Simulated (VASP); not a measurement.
# Ta2N (P-3m1) in VASP: further runs

Aim: see how the results for Ta2N move with the level of theory and the settings. Levels: r2SCAN, PBE. Tasks: band structure, optical spectrum, density of states.

Program: VASP 6.6.1. These are calculated values, not measurements. Logs are shortened: lines on timing, memory, paths and dates and some standing lists are left out, and cuts for length are marked.

## (1) Starting point

The structure is trigonal, space group P-3m1 (No. 164). The conventional cell has a = 3.113 Å, b = 3.113 Å, c = 4.870 Å, α = 90.00°, β = 90.00°, γ = 120.00°. Ta (site symmetry 3m) has 3 N at 2.18 Å as nearest neighbours. N (site symmetry -3m) has 6 Ta at 2.18 Å as nearest neighbours.

The cell comes from a database or a generator and needn't be the stable form of this composition.

## (2) Band structure, r2SCAN

INCAR reads:

```
PREC     = Accurate       # precision mode
ENCUT    = 520            # plane-wave cutoff, eV
EDIFF    = 1E-6           # SCF threshold, eV
ISMEAR   = -1             # smearing method
SIGMA    = 0.05           # smearing width, eV
LREAL    = False          # projectors in reciprocal space
LASPH    = True           # aspherical terms in the spheres
NELM     = 100            # most SCF steps
ALGO     = Normal         # electronic algorithm
ISIF     = 2              # what is computed and relaxed
LWAVE    = False          # write WAVECAR
LCHARG   = False          # write CHGCAR
LMAXMIX  = 4              # l up to which the mixer works
METAGGA  = R2SCAN         # meta-GGA
LMIXTAU  = True         
NBANDS   = 20             # bands
```

KPOINTS reads:

```
regular mesh
0
Gamma
  7 7 5
```

POSCAR reads:

```
Ta2N
1.0
    3.1128615060      0.0000000000      0.0000000000
   -1.5564307530      2.6958171426      0.0000000000
    0.0000000000      0.0000000000      4.8698410000
Ta N
2 1
Direct
    0.3333333333      0.6666666667      0.2547110000
    0.6666666667      0.3333333333      0.7452890000
    0.0000000000      0.0000000000      0.0000000000
```

KPOINTS_OPT reads:

```
path GMKGALHA,LM,KH
20
line-mode
reciprocal
 0.0000000000  0.0000000000  0.0000000000  G
 0.5000000000  0.0000000000  0.0000000000  M

 0.5000000000  0.0000000000  0.0000000000  M
 0.3333333333  0.3333333333  0.0000000000  K

 0.3333333333  0.3333333333  0.0000000000  K
 0.0000000000  0.0000000000  0.0000000000  G

 0.0000000000  0.0000000000  0.0000000000  G
 0.0000000000  0.0000000000  0.5000000000  A

 0.0000000000  0.0000000000  0.5000000000  A
 0.5000000000  0.0000000000  0.5000000000  L

 0.5000000000  0.0000000000  0.5000000000  L
 0.3333333333  0.3333333333  0.5000000000  H

 0.3333333333  0.3333333333  0.5000000000  H
 0.0000000000  0.0000000000  0.5000000000  A

 0.5000000000  0.0000000000  0.5000000000  L
 0.5000000000  0.0000000000  0.0000000000  M

 0.3333333333  0.3333333333  0.0000000000  K
 0.3333333333  0.3333333333  0.5000000000  H
```

Potentials or basis: VASP PAW PBE potentials, release 64 (Ta_pv, N).

Launch:

```bash
$ cat potpaw_PBE.64/Ta_pv/POTCAR potpaw_PBE.64/N/POTCAR > POTCAR
$ mpirun -np 1 vasp_std > vasp.out
```

OUTCAR:

```text
PREC = Accurate
   ENCUT = 520
   EDIFF = 1E-6
   ISMEAR = -1
   LREAL = False
   LASPH = True
   NELM = 100
   ISIF = 2
   METAGGA = R2SCAN

 ion  position               nearest neighbor table
   1  0.333  0.667  0.255-   3 2.18   3 2.18   3 2.18   2 2.99   2 2.99   2 2.99   2 3.06   2 3.06
                             2 3.06
   2  0.667  0.333  0.745-   3 2.18   3 2.18   3 2.18   1 2.99   1 2.99   1 2.99   1 3.06   1 3.06
                             1 3.06
   3  0.000  0.000  0.000-   1 2.18   2 2.18   1 2.18   2 2.18   2 2.18   1 2.18

  LATTYP: Found a hexagonal cell.
 ALAT       =     3.1128615060
 C/A-ratio  =     1.5644258476

  Lattice vectors:

 A1 = (   3.1128615060,   0.0000000000,   0.0000000000)
 A2 = (  -1.5564307530,   2.6958171426,   0.0000000000)
 A3 = (   0.0000000000,   0.0000000000,   4.8698410000)

Analysis of symmetry for initial positions (statically):
=====================================================================
 Subroutine PRICEL returns:
 Original cell was already a primitive cell.

 Routine SETGRP: Setting up the symmetry group for a
 hexagonal supercell.

 Subroutine GETGRP returns: Found 12 space group operations
 (whereof 12 operations were pure point group operations)
 out of a pool of 24 trial point group operations.

The static configuration has the point symmetry D_3d.

Analysis of symmetry for dynamics (positions and initial velocities):
=====================================================================
 Subroutine PRICEL returns:
 Original cell was already a primitive cell.

 Routine SETGRP: Setting up the symmetry group for a
 hexagonal supercell.

 Subroutine GETGRP returns: Found 12 space group operations
 (whereof 12 operations were pure point group operations)
 out of a pool of 24 trial point group operations.

The dynamic configuration has the point symmetry D_3d.

 Subroutine INISYM returns: Found 12 space group operations
 (whereof 12 operations are pure point group operations),
 and found     1 'primitive' translations

----------------------------------------------------------------------------------------

                                     Primitive cell

  volume of cell :      40.8663

  direct lattice vectors                    reciprocal lattice vectors
[... 86 lines left out ...]
   LASPH  =      T    aspherical Exc in radial PAW
   ENCUT  =  520.0 eV  38.22 Ry    6.18 a.u.   5.79  5.79  9.05*2*pi/ulx,y,z
   NELM   =    100;   NELMIN=  2; NELMDL= -5     # of ELM steps
   EDIFF  = 0.1E-05   stopping-criterion for ELM
   LREAL  =      F    real-space projection
   EDIFFG = 0.1E-04   stopping-criterion for IOM
   NSW    =      0    number of steps for IOM
   IBRION =     -1    ionic relax: 0-MD 1-quasi-New 2-CG
   NFREE  =      0    steps in history (QN), initial steepest desc. (CG)
   ISIF   =      2    stress and relaxation
   ISYM   =      2    0-nonsym 1-usesym 2-fastsym
   POTIM  = 0.5000    time-step for ionic-motion
   TEBEG  =    0.0;   TEEND  =   0.0 temperature during run
   PSTRESS=    0.0 pullay stress
   NELECT =      27.0000    total number of electrons
   NUPDOWN=      -1.0000    fix difference up-down
   EMIN   =  10.00;   EMAX   =-10.00  energy-range for DOS
   EFERMI =   0.00;   METHOD = LEGACY
   ISMEAR =    -1;   SIGMA  =   0.05  broadening in eV -4-tet -1-fermi 0-gaus
   EFERMI_NEDOS =   21; number of points for ismear=-14 and -15
   IALGO  =     38    algorithm
   IMIX   =      4    mixing-type and parameters
     AMIX     =   0.40;   BMIX     =  1.00
     AMIX_MAG =   1.60;   BMIX_MAG =  1.00
  volume/ion in A,a.u.               =      13.62        91.93
  Fermi-wavevector in a.u.,A,eV,Ry     =   1.425852  2.694469 27.661374  2.033054
  Thomas-Fermi vector in A             =   2.546192
   LORBIT       =      0    0 simple, 1 ext, 2 COOP (PROOUT), +10 PAW based schemes
   METAGGA = R2SCAN    functional components
   LHFCALC =     F    Hartree Fock is set to
   AEXX    =    0.0000 exact exchange contribution
   IVDW    =     0    specifies the selected vdW correction
   LEPSILON=     F    determine dielectric tensor
   LRPA    =     F    only Hartree local field effects (RPA)
 non-spin polarized calculation
  energy-cutoff  :      520.00
  volume of cell :       40.87
 maximum number of plane-waves:      1113
 NGX is ok and might be reduce to    24
   NGX = 11   NGY = 11   NGZ = 19

 number of electron      26.9999996 magnetization

 Free energy of the ion-electron system (eV)
  ---------------------------------------------------
  ext. energy  EPLUGINS =         0.00000000
  ---------------------------------------------------
  free energy    TOTEN  =      -109.00273656 eV

  energy without entropy =     -108.99000864  energy(sigma->0) =     -108.99637260

 E-fermi :   7.5355     XC(G=0): -13.9130

 val. band max:        7.5337711082   @ k =   0.1429  -0.0000   0.2000
 cond. band min:       7.5581132198   @ k =   0.0000   0.2857   0.4000
 fundamental gap:      0.0243421115
 Fermi energy:         7.5354891004

 k-point     1 :       0.0000    0.0000    0.0000
  band No.  band energies     occupation
      1     -29.5774      2.00000
      2     -28.8226      2.00000
      3     -28.8226      2.00000
      4     -28.6948      2.00000
      5     -28.6948      2.00000
      6     -28.5809      2.00000
[... 541 lines left out ...]
     19      11.4521      0.00000
     20      12.6009      0.00000

 [... further k-points ...]

------------------------ aborting loop because EDIFF is reached ----------------------------------------

  FORCE on cell =-STRESS in cart. coord.  units (eV):
  Direction    XX          YY          ZZ          XY          YZ          ZX
  --------------------------------------------------------------------------------------
  -------------------------------------------------------------------------------------
  Total       -1.1212045     -1.1212045     -0.9032798      0.0000000      0.0000000      0.0000000
  in kB      -43.9572386    -43.9572386    -35.4134183      0.0000000      0.0000000      0.0000000
  external PRESSURE =     -41.1092985 kB  Pullay stress =       0.0000000 kB

 VOLUME and BASIS-vectors are now :
 -----------------------------------------------------------------------------
  energy-cutoff  :      520.00
  volume of cell :       40.87
      direct lattice vectors                 reciprocal lattice vectors
     3.112861506  0.000000000  0.000000000     0.321247829  0.185472520  0.000000000
    -1.556430753  2.695817143  0.000000000     0.000000000  0.370945041  0.000000000
     0.000000000  0.000000000  4.869841000     0.000000000  0.000000000  0.205345513

 POSITION                                       TOTAL-FORCE (eV/Angst)
 -----------------------------------------------------------------------------------
     -0.00000      1.79721      1.24040        -0.000000      0.000000      0.233069
      1.55643      0.89861      3.62944         0.000000     -0.000000     -0.233069
      0.00000      0.00000      0.00000         0.000000      0.000000      0.000000
 -----------------------------------------------------------------------------------
    total drift:                               -0.000000      0.000000      0.000000

  FREE ENERGIE OF THE ION-ELECTRON SYSTEM (eV)
  ---------------------------------------------------
  free  energy   TOTEN  =      -109.0027365583 eV

  energy  without entropy=     -108.9900086368  energy(sigma->0) =     -108.99637260
```

OSZICAR:

```text
N       E                     dE             d eps       ncg     rms          rms(c)
DAV:   1     0.133557236867E+03    0.13356E+03   -0.15309E+04  1280   0.142E+03
DAV:   2    -0.110591219349E+03   -0.24415E+03   -0.23865E+03  1452   0.405E+02
DAV:   3    -0.119525958050E+03   -0.89347E+01   -0.87565E+01  1632   0.703E+01
DAV:   4    -0.119643246369E+03   -0.11729E+00   -0.11367E+00  1584   0.761E+00
DAV:   5    -0.119644765172E+03   -0.15188E-02   -0.15174E-02  1592   0.682E-01    0.277E+01
DAV:   6    -0.109624709854E+03    0.10020E+02   -0.14361E+01  1708   0.293E+01    0.120E+01
DAV:   7    -0.108533806526E+03    0.10909E+01   -0.19779E+00  1480   0.100E+01    0.551E+00
DAV:   8    -0.108873278508E+03   -0.33947E+00   -0.98327E-01  1404   0.722E+00    0.147E+00
DAV:   9    -0.108993688132E+03   -0.12041E+00   -0.13171E-01  1312   0.337E+00    0.530E-01
DAV:  10    -0.108983350342E+03    0.10338E-01   -0.56867E-02  1456   0.179E+00    0.206E-01
[... 46 further cycles ...]
DAV:   7    -0.107957146269E+05   -0.73411E-05     1756
DAV:   8    -0.107957146270E+05   -0.14054E-06     1236
       N       E                     dE             ncg
DAV:   1     0.108462874647E+05   -0.24736E+05      800
DAV:   2     0.607618981166E+04   -0.47701E+04      880
DAV:   3     0.591221063573E+04   -0.16398E+03     1064
DAV:   4     0.591074546546E+04   -0.14652E+01      988
DAV:   5     0.591072767593E+04   -0.17790E-01     1040
DAV:   6     0.591072747178E+04   -0.20415E-03      992
DAV:   7     0.591072746593E+04   -0.58558E-05      940
DAV:   8     0.591072746555E+04   -0.37462E-06      664
```

stdout:

```text
POSCAR found type information on POSCAR TaN
 POSCAR found :  2 types and       3 ions
 scaLAPACK will be used
 -----------------------------------------------------------------------------
|                                                                             |
|                                                                             |
|     You enforced a specific xc type in the INCAR file but a different       |
|     I HOPE YOU KNOW WHAT YOU ARE DOING!                                     |
|                                                                             |
 -----------------------------------------------------------------------------

 LDA part: xc-table for (None), standard interpolation
 POSCAR, INCAR and KPOINTS ok, starting setup
 FFT: planning ... GRIDC
 FFT: planning ... GRID_SOFT
 FFT: planning ... GRID
 WAVECAR not read
 entering main loop
 Start KPOINTS_OPT (optional k-point list driver)
k-point batch [1-32\180]
k-point batch [33-64\180]
k-point batch [65-96\180]
k-point batch [97-128\180]
k-point batch [129-160\180]
k-point batch [161-180\180]
```

It took 5.6 min on 1 thread of AMD EPYC 7R43 (Zen 3), shared host; peak memory 0.15 GiB.

What came out:

* Free energy: -109.0027 eV
* Pressure: -4.1 GPa
* Largest force: 0.233 eV/Å
* Band gap along the path: none (metal or under the smearing width)

Forces on the atoms (eV/Å):
```
Ta   0.000  0.000  0.233
Ta   0.000  0.000 -0.233
N    0.000  0.000  0.000
```

Levels at the corners of the path, in eV from the Fermi level:
| point | band 11 | band 12 | band 13 | band 14 | band 15 | band 16 | band 17 | band 18 |
| --- | --- | --- | --- | --- | --- | --- | --- | --- |
| Γ | -5.44 | -0.68 | -0.26 | -0.26 | 0.15 | 0.28 | 0.28 | 1.16 |
| M | -4.77 | -2.97 | -1.66 | 1.78 | 1.91 | 3.81 | 4.02 | 4.30 |
| M | -4.77 | -2.97 | -1.66 | 1.78 | 1.91 | 3.81 | 4.02 | 4.30 |
| K | -3.62 | -3.01 | -3.01 | 1.31 | 1.31 | 3.03 | 3.48 | 3.48 |
| K | -3.62 | -3.01 | -3.01 | 1.31 | 1.31 | 3.03 | 3.48 | 3.48 |
| Γ | -5.44 | -0.68 | -0.26 | -0.26 | 0.15 | 0.28 | 0.28 | 1.16 |
| Γ | -5.44 | -0.68 | -0.26 | -0.26 | 0.15 | 0.28 | 0.28 | 1.16 |
| A | -3.06 | -3.01 | -1.15 | -1.15 | 1.77 | 2.04 | 2.32 | 2.32 |
| A | -3.06 | -3.01 | -1.15 | -1.15 | 1.77 | 2.04 | 2.32 | 2.32 |
| L | -3.46 | -2.51 | -2.34 | -0.41 | 0.67 | 3.38 | 3.59 | 4.06 |
| L | -3.46 | -2.51 | -2.34 | -0.41 | 0.67 | 3.38 | 3.59 | 4.06 |
| H | -2.71 | -2.22 | -2.22 | 0.69 | 0.75 | 0.75 | 4.06 | 4.06 |
| H | -2.71 | -2.22 | -2.22 | 0.69 | 0.75 | 0.75 | 4.06 | 4.06 |
| A | -3.06 | -3.01 | -1.15 | -1.15 | 1.77 | 2.04 | 2.32 | 2.32 |
| L | -3.46 | -2.51 | -2.34 | -0.41 | 0.67 | 3.38 | 3.59 | 4.06 |
| M | -4.77 | -2.97 | -1.66 | 1.78 | 1.91 | 3.81 | 4.02 | 4.30 |
| K | -3.62 | -3.01 | -3.01 | 1.31 | 1.31 | 3.03 | 3.48 | 3.48 |
| H | -2.71 | -2.22 | -2.22 | 0.69 | 0.75 | 0.75 | 4.06 | 4.06 |

Caveat: the PAW data sets were made with another functional, which shifts forces and pressure a little; spin-orbit coupling is left out, which moves the levels of the heavy elements.

## (3) Band structure, r2SCAN, spin-orbit coupling, no magnetisation

INCAR, as its differences from that of step 2:

```diff
@@ -12,2 +12,6 @@
 LCHARG   = False          # write CHGCAR
+MAGMOM   = 0 0 0 0 0 0 0 0 0 # initial moments
+LORBIT   = 11             # projections on sites
+LSORBIT  = True           # spin-orbit coupling
+GGA_COMPAT= False        
 LMAXMIX  = 4              # l up to which the mixer works
@@ -15,2 +19,2 @@
 LMIXTAU  = True         
-NBANDS   = 20             # bands
+NBANDS   = 40             # bands
```

KPOINTS is that of step 2.

POSCAR is that of step 2.

KPOINTS_OPT is that of step 2.

Potentials or basis: VASP PAW PBE potentials, release 64 (Ta_pv, N).

Launch:

```bash
$ cat potpaw_PBE.64/Ta_pv/POTCAR potpaw_PBE.64/N/POTCAR > POTCAR
$ mpirun -np 1 vasp_ncl > vasp.out
```

Run time: 36 min. Hardware: 1 thread of AMD EPYC 7R43 (Zen 3), shared host; peak memory 0.33 GiB.

It converged, with:

- Free energy: -110.3283 eV
- Pressure: -3.8 GPa
- Largest force: 0.215 eV/Å
- Valence electrons inside the program's atomic spheres: Ta 8.89; N 3.78

Forces on the atoms (eV/Å):
```
Ta   0.000  0.000  0.215
Ta   0.000  0.000 -0.215
N    0.000  0.000  0.000
```

Stress tensor (GPa, compression positive):
```
-4.22  0.00  0.00
 0.00 -4.22  0.00
 0.00  0.00 -2.96
```

Caveat: the PAW data sets were made with another functional, which shifts forces and pressure a little.

(Continued in part 2 of 3.)
